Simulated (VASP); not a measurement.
# PbS (Galena) (Fm-3m) in VASP: notebook

One crystal, PbS (Galena), is run at these levels: PBEsol; tasks: single point.

Everything below comes from runs of VASP 6.6.1. Logs are shortened: lines on timing, memory, paths and dates and some standing lists are left out, and cuts for length are marked.

### 1 Starting point

Symmetry: Fm-3m, No. 225, cubic system. The conventional cell has a = 5.931 Å, b = 5.931 Å, c = 5.931 Å, α = 90.00°, β = 90.00°, γ = 90.00°. Pb (site symmetry m-3m) has 6 S at 2.97 Å as nearest neighbours. S (site symmetry m-3m) has 6 Pb at 2.97 Å as nearest neighbours.

### 2 Single point, PBEsol

Contents of INCAR:

```
SYSTEM = PbS
  PREC = Accurate
  ENCUT = 350
  EDIFF = 1E-7
  ISMEAR = 0
  SIGMA = 0.05
  LREAL = .False.
  LASPH = .True.
  NELM = 100
  ALGO = Normal
  ISIF = 2
  LWAVE = .False.
  LCHARG = .False.
  GGA = PS
  ADDGRID = .False.
```

Contents of KPOINTS:

```
Automatic mesh
0
Gamma
  2 2 2
  0 0 0
```

Contents of POSCAR:

```
PbS
1.0
    0.0000000000      2.9657500000      2.9657500000
    2.9657500000      0.0000000000      2.9657500000
    2.9657500000      2.9657500000      0.0000000000
Pb S
1 1
Direct
    0.0000000000      0.0000000000      0.0000000000
    0.5000000000      0.5000000000      0.5000000000
```

Potentials or basis: VASP PAW PBE potentials, release 64 (Pb_d, S).

Command:

```
cat potpaw_PBE.64/Pb_d/POTCAR potpaw_PBE.64/S/POTCAR > POTCAR
mpirun -np 1 vasp_std > vasp.out
```

OUTCAR:

```text
SYSTEM = PbS
   PREC = Accurate
   ENCUT = 350
   EDIFF = 1E-7
   ISMEAR = 0
   LREAL = .False.
   LASPH = .True.
   NELM = 100
   ISIF = 2
   GGA = PS

 Found      3 irreducible k-points:

 Following reciprocal coordinates:
            Coordinates               Weight
  0.000000  0.000000  0.000000      1.000000
  0.500000  0.000000  0.000000      4.000000
  0.500000  0.500000  0.000000      3.000000
   k-points           NKPTS =      3   k-points in BZ     NKDIM =      3   number of bands    NBANDS=     14
   number of dos      NEDOS =    301   number of ions     NIONS =      2
   total plane-waves  NPLWV =  21952
   dimension x,y,z NGX =    28 NGY =   28 NGZ =   28
   dimension x,y,z NGXF=    56 NGYF=   56 NGZF=   56
   ions per type =               1   1
   NGX,Y,Z   is equivalent  to a cutoff of  11.10, 11.10, 11.10 a.u.
   NGXF,Y,Z  is equivalent  to a cutoff of  22.20, 22.20, 22.20 a.u.
 SYSTEM =  PbS
   PREC   = accura    normal or accurate (medium, high low for compatibility)
   ISTART =      0    job   : 0-new  1-cont  2-samecut
   ICHARG =      2    charge: 1-file 2-atom 10-const
   ISPIN  =      1    spin polarized calculation?
   LNONCOLLINEAR =      F non collinear calculations
   LSORBIT =      F    spin-orbit coupling
   LASPH  =      T    aspherical Exc in radial PAW
   ENCUT  =  350.0 eV  25.72 Ry    5.07 a.u.   6.40  6.40  6.40*2*pi/ulx,y,z
   NELM   =    100;   NELMIN=  2; NELMDL= -5     # of ELM steps
   EDIFF  = 0.1E-06   stopping-criterion for ELM
   LREAL  =      F    real-space projection
   EDIFFG = 0.1E-05   stopping-criterion for IOM
   NSW    =      0    number of steps for IOM
   IBRION =     -1    ionic relax: 0-MD 1-quasi-New 2-CG
   NFREE  =      0    steps in history (QN), initial steepest desc. (CG)
   ISIF   =      2    stress and relaxation
   ISYM   =      2    0-nonsym 1-usesym 2-fastsym
   POTIM  = 0.5000    time-step for ionic-motion
   TEBEG  =    0.0;   TEEND  =   0.0 temperature during run
   PSTRESS=    0.0 pullay stress
   NELECT =      20.0000    total number of electrons
   NUPDOWN=      -1.0000    fix difference up-down
   EMIN   =  10.00;   EMAX   =-10.00  energy-range for DOS
   EFERMI =   0.00;   METHOD = LEGACY
   ISMEAR =     0;   SIGMA  =   0.05  broadening in eV -4-tet -1-fermi 0-gaus
   EFERMI_NEDOS =   21; number of points for ismear=-14 and -15
   IALGO  =     38    algorithm
   IMIX   =      4    mixing-type and parameters
     AMIX     =   0.40;   BMIX     =  1.00
     AMIX_MAG =   1.60;   BMIX_MAG =  1.00
  volume/ion in A,a.u.               =      26.09       176.04
  Fermi-wavevector in a.u.,A,eV,Ry     =   1.189251  2.247359 19.242973  1.414319
  Thomas-Fermi vector in A             =   2.325363
   LORBIT       =      0    0 simple, 1 ext, 2 COOP (PROOUT), +10 PAW based schemes
   GGA     = PS    functional components
   LHFCALC =     F    Hartree Fock is set to
   AEXX    =    0.0000 exact exchange contribution
   IVDW    =     0    specifies the selected vdW correction
   LEPSILON=     F    determine dielectric tensor
   LRPA    =     F    only Hartree local field effects (RPA)
 non-spin polarized calculation
 Gauss-broadening in eV      SIGMA  =   0.05
  energy-cutoff  :      350.00
  volume of cell :       52.17
 maximum number of plane-waves:       778
 NGX is ok and might be reduce to    28
   NGX = 13   NGY = 13   NGZ = 13

 number of electron      19.9999993 magnetization

 Free energy of the ion-electron system (eV)
  ---------------------------------------------------
  ext. energy  EPLUGINS =         0.00000000
  ---------------------------------------------------
  free energy    TOTEN  =        -8.02635271 eV

  energy without entropy =       -8.00633417  energy(sigma->0) =       -8.01634344

 E-fermi :   5.9464     XC(G=0):  -9.8503

 val. band max:        5.9170756517   @ k =   0.5000   0.0000   0.0000
 cond. band min:       5.9756417772   @ k =   0.5000   0.0000   0.0000
 fundamental gap:      0.0585661254
 Fermi energy:         5.9463587145

 k-point     1 :       0.0000    0.0000    0.0000
  band No.  band energies     occupation
      1     -11.2737      2.00000
      2     -11.2737      2.00000
      3     -11.2737      2.00000
      4     -11.2529      2.00000
      5     -11.2529      2.00000
      6      -7.6474      2.00000
      7      -0.2879      2.00000
      8       3.8365      2.00000
      9       3.8365      2.00000
     10       3.8365      2.00000
     11      10.8076      0.00000
     12      10.8076      0.00000
     13      10.8076      0.00000
     14      12.4056      0.00000

 k-point     2 :       0.5000    0.0000    0.0000
  band No.  band energies     occupation
      1     -11.2876      2.00000
      2     -11.2876      2.00000
      3     -11.2706      2.00000
      4     -11.2237      2.00000
      5     -11.2237      2.00000
      6      -6.2273      2.00000
      7      -3.2703      2.00000
      8       4.2671      2.00000
      9       4.2671      2.00000
     10       5.9171      1.59247
     11       5.9756      0.40753
     12       7.5416      0.00000
     13       7.5416      0.00000
     14      14.2721      0.00000

 k-point     3 :       0.5000    0.5000    0.0000
  band No.  band energies     occupation
      1     -11.3903      2.00000
      2     -11.3005      2.00000
      3     -11.2274      2.00000
      4     -11.2129      2.00000
      5     -11.2129      2.00000
      6      -5.8167      2.00000
      7      -1.6443      2.00000
      8       0.5844      2.00000
      9       2.4538      2.00000
     10       2.4538      2.00000
     11       9.4427      0.00000
     12      11.4266      0.00000
     13      11.4266      0.00000
     14      11.4557      0.00000

------------------------ aborting loop because EDIFF is reached ----------------------------------------

  FORCE on cell =-STRESS in cart. coord.  units (eV):
  Direction    XX          YY          ZZ          XY          YZ          ZX
  --------------------------------------------------------------------------------------
  -------------------------------------------------------------------------------------
  Total        1.6953596      1.6953596      1.6953596     -0.0000000     -0.0000000      0.0000000
  in kB       52.0641519     52.0641519     52.0641519     -0.0000000     -0.0000000      0.0000000
  external PRESSURE =      52.0641519 kB  Pullay stress =       0.0000000 kB

 VOLUME and BASIS-vectors are now :
 -----------------------------------------------------------------------------
  energy-cutoff  :      350.00
  volume of cell :       52.17
      direct lattice vectors                 reciprocal lattice vectors
     0.000000000  2.965750000  2.965750000    -0.168591419  0.168591419  0.168591419
     2.965750000  0.000000000  2.965750000     0.168591419 -0.168591419  0.168591419
     2.965750000  2.965750000  0.000000000     0.168591419  0.168591419 -0.168591419

 POSITION                                       TOTAL-FORCE (eV/Angst)
 -----------------------------------------------------------------------------------
      0.00000      0.00000      0.00000        -0.000000     -0.000000     -0.000000
      2.96575      2.96575      2.96575         0.000000      0.000000      0.000000
 -----------------------------------------------------------------------------------
    total drift:                                0.000000      0.000000      0.000000

  FREE ENERGIE OF THE ION-ELECTRON SYSTEM (eV)
  ---------------------------------------------------
  free  energy   TOTEN  =        -8.0263527118 eV

  energy  without entropy=       -8.0063341695  energy(sigma->0) =       -8.01634344
```

Run time: 3.2 s. Hardware: 1 thread of Intel Xeon 6975P-C (Granite Rapids), shared host; peak memory 0.14 GiB.

The run converged, but some of its settings lie outside the range that counts as converged, so its numbers aren't taken as properties of the crystal.

What came out:

* Free energy: -8.0264 eV
* Pressure: 5.2 GPa
* Band gap on the k mesh: 0.06 eV, direct

Caveat: the k mesh is coarse (spacing up to 0.92 Å⁻¹), so the values aren't converged; the PAW data sets were made with another functional, which shifts forces and pressure a little; spin-orbit coupling is left out, which as a rule narrows the gap of such compounds by several tenths of an eV.

### 3 Single point, PBEsol

INCAR: that of step 2 with these lines changed.

```diff
@@ -2,3 +2,3 @@
   PREC = Accurate
-  ENCUT = 350
+  ENCUT = 400
   EDIFF = 1E-7
```

KPOINTS is that of step 2.

POSCAR is that of step 2.

Potentials or basis: VASP PAW PBE potentials, release 64 (Pb_d, S).

Command:

```
cat potpaw_PBE.64/Pb_d/POTCAR potpaw_PBE.64/S/POTCAR > POTCAR
mpirun -np 1 vasp_std > vasp.out
```

It took 3.3 s on 1 thread of Intel Xeon 6975P-C (Granite Rapids), shared host; peak memory 0.15 GiB.

These settings aren't checked as converged: the numbers below hold their error.

Results:

* Free energy: -8.0277 eV
* Pressure: 5.5 GPa
* Band gap on the k mesh: 0.06 eV, direct

Caveat: the k mesh is coarse (spacing up to 0.92 Å⁻¹), so the values aren't converged; the PAW data sets were made with another functional, which shifts forces and pressure a little; spin-orbit coupling is left out, which as a rule narrows the gap of such compounds by several tenths of an eV.

### 4 Single point, PBEsol

INCAR: that of step 3 with these lines changed.

```diff
@@ -2,3 +2,3 @@
   PREC = Accurate
-  ENCUT = 400
+  ENCUT = 200
   EDIFF = 1E-7
```

Contents of KPOINTS:

```
Automatic mesh
0
Gamma
  3 3 3
  0 0 0
```

POSCAR is that of step 3.

Potentials or basis: VASP PAW PBE potentials, release 64 (Pb_d, S).

Command:

```
cat potpaw_PBE.64/Pb_d/POTCAR potpaw_PBE.64/S/POTCAR > POTCAR
mpirun -np 1 vasp_std > vasp.out
```

OUTCAR:

```text
SYSTEM = PbS
   PREC = Accurate
   ENCUT = 200
   EDIFF = 1E-7
   ISMEAR = 0
   LREAL = .False.
   LASPH = .True.
   NELM = 100
   ISIF = 2
   GGA = PS

 Found      4 irreducible k-points:

 Following reciprocal coordinates:
            Coordinates               Weight
  0.000000  0.000000  0.000000      1.000000
  0.333333  0.000000  0.000000      8.000000
  0.333333  0.333333  0.000000      6.000000
 -0.333333  0.333333  0.000000     12.000000
   k-points           NKPTS =      4   k-points in BZ     NKDIM =      4   number of bands    NBANDS=     14
   number of dos      NEDOS =    301   number of ions     NIONS =      2
   total plane-waves  NPLWV =   8000
   dimension x,y,z NGX =    20 NGY =   20 NGZ =   20
   dimension x,y,z NGXF=    40 NGYF=   40 NGZF=   40
   ions per type =               1   1
   NGX,Y,Z   is equivalent  to a cutoff of   7.93,  7.93,  7.93 a.u.
   NGXF,Y,Z  is equivalent  to a cutoff of  15.85, 15.85, 15.85 a.u.
 SYSTEM =  PbS
   PREC   = accura    normal or accurate (medium, high low for compatibility)
   ISTART =      0    job   : 0-new  1-cont  2-samecut
   ICHARG =      2    charge: 1-file 2-atom 10-const
   ISPIN  =      1    spin polarized calculation?
   LNONCOLLINEAR =      F non collinear calculations
   LSORBIT =      F    spin-orbit coupling
   LASPH  =      T    aspherical Exc in radial PAW
   ENCUT  =  200.0 eV  14.70 Ry    3.83 a.u.   4.84  4.84  4.84*2*pi/ulx,y,z
[... 69 lines left out ...]
     11      10.8440      0.00000
     12      10.8440      0.00000
     13      10.8440      0.00000
     14      12.3773      0.00000
[... 37 lines left out ...]
      1     -11.1846      2.00000
      2     -11.1083      2.00000
      3     -11.1054      2.00000
      4     -11.0755      2.00000
      5     -11.0656      2.00000
      6      -6.3772      2.00000
      7      -2.6060      2.00000
      8       1.1512      2.00000
      9       3.0588      2.00000
     10       3.6939      2.00000
     11       8.2702      0.00000
     12       9.0630      0.00000
     13      10.3700      0.00000
     14      12.8210      0.00000

------------------------ aborting loop because EDIFF is reached ----------------------------------------

  FORCE on cell =-STRESS in cart. coord.  units (eV):
  Direction    XX          YY          ZZ          XY          YZ          ZX
  --------------------------------------------------------------------------------------
  -------------------------------------------------------------------------------------
  Total       -5.2843569     -5.2843569     -5.2843569      0.0000000      0.0000000      0.0000000
  in kB     -162.2815374   -162.2815374   -162.2815374      0.0000000      0.0000000      0.0000000
  external PRESSURE =    -162.2815374 kB  Pullay stress =       0.0000000 kB

 VOLUME and BASIS-vectors are now :
 -----------------------------------------------------------------------------
  energy-cutoff  :      200.00
  volume of cell :       52.17
      direct lattice vectors                 reciprocal lattice vectors
     0.000000000  2.965750000  2.965750000    -0.168591419  0.168591419  0.168591419
     2.965750000  0.000000000  2.965750000     0.168591419 -0.168591419  0.168591419
     2.965750000  2.965750000  0.000000000     0.168591419  0.168591419 -0.168591419

 POSITION                                       TOTAL-FORCE (eV/Angst)
 -----------------------------------------------------------------------------------
      0.00000      0.00000      0.00000        -0.000000     -0.000000     -0.000000
      2.96575      2.96575      2.96575         0.000000      0.000000      0.000000
 -----------------------------------------------------------------------------------
    total drift:                                0.000000     -0.000000      0.000000

  FREE ENERGIE OF THE ION-ELECTRON SYSTEM (eV)
  ---------------------------------------------------
  free  energy   TOTEN  =        -9.5029501826 eV

  energy  without entropy=       -9.5029501826  energy(sigma->0) =       -9.50295018
```

stdout:

```text
POSCAR found type information on POSCAR PbS
 POSCAR found :  2 types and       2 ions
 scaLAPACK will be used
 -----------------------------------------------------------------------------
|                                                                             |
|                                                                             |
|     You enforced a specific xc type in the INCAR file but a different       |
|     I HOPE YOU KNOW WHAT YOU ARE DOING!                                     |
|                                                                             |
 -----------------------------------------------------------------------------

 LDA part: xc-table for (Slater+PW92), standard interpolation
 POSCAR, INCAR and KPOINTS ok, starting setup
 FFT: planning ... GRIDC
 FFT: planning ... GRID_SOFT
 FFT: planning ... GRID
 WAVECAR not read
 entering main loop
```

Wall time 1.6 s (1 thread of Intel Xeon 6975P-C (Granite Rapids), shared host); peak memory 0.11 GiB.

The run converged, but a check on its numbers failed (symmetry, net force, bounds or a known fault of this set-up), so they aren't taken as properties of the crystal.

Caveat: the k mesh is coarse (spacing up to 0.61 Å⁻¹), so the values aren't converged; the cutoff lies under the usual one of these potentials, so the numbers hold a large basis-set error; this odd mesh misses L, where the gap lies, so gap, dielectric constants and Born charges aren't listed; the PAW data sets were made with another functional, which shifts forces and pressure a little.

### 5 Single point, PBEsol

INCAR: that of step 4 with these lines changed.

```diff
@@ -2,3 +2,3 @@
   PREC = Accurate
-  ENCUT = 200
+  ENCUT = 500
   EDIFF = 1E-7
```

Contents of KPOINTS:

```
Automatic mesh
0
Gamma
  2 2 2
  0 0 0
```

POSCAR is that of step 4.

Command:

```
cat potpaw_PBE.64/Pb_d/POTCAR potpaw_PBE.64/S/POTCAR > POTCAR
mpirun -np 1 vasp_std > vasp.out
```

Run time: 3.2 s. Hardware: 1 thread of Intel Xeon 6975P-C (Granite Rapids), shared host; peak memory 0.17 GiB.

The run converged, but some of its settings lie outside the range that counts as converged, so its numbers aren't taken as properties of the crystal.

What came out:

```
Free energy            : -8.0279 eV
Pressure               : 5.5 GPa
Band gap on the k mesh : 0.06 eV, direct
```

Caveat: the k mesh is coarse (spacing up to 0.92 Å⁻¹), so the values aren't converged; the PAW data sets were made with another functional, which shifts forces and pressure a little; spin-orbit coupling is left out, which as a rule narrows the gap of such compounds by several tenths of an eV.

### 6 Single point, PBEsol

INCAR: that of step 5 with these lines changed.

```diff
@@ -2,3 +2,3 @@
   PREC = Accurate
-  ENCUT = 500
+  ENCUT = 600
   EDIFF = 1E-7
```

KPOINTS is that of step 5.

POSCAR is that of step 5.

Potentials or basis: VASP PAW PBE potentials, release 64 (Pb_d, S).

Command:

```
cat potpaw_PBE.64/Pb_d/POTCAR potpaw_PBE.64/S/POTCAR > POTCAR
mpirun -np 1 vasp_std > vasp.out
```

Wall time 4.9 s (1 thread of Intel Xeon 6975P-C (Granite Rapids), shared host); peak memory 0.19 GiB.

These settings aren't checked as converged: the numbers below hold their error.

Results:

* Free energy: -8.0282 eV
* Pressure: 5.5 GPa
* Band gap on the k mesh: 0.06 eV, direct

Caveat: the k mesh is coarse (spacing up to 0.92 Å⁻¹), so the values aren't converged; the PAW data sets were made with another functional, which shifts forces and pressure a little; spin-orbit coupling is left out, which as a rule narrows the gap of such compounds by several tenths of an eV.
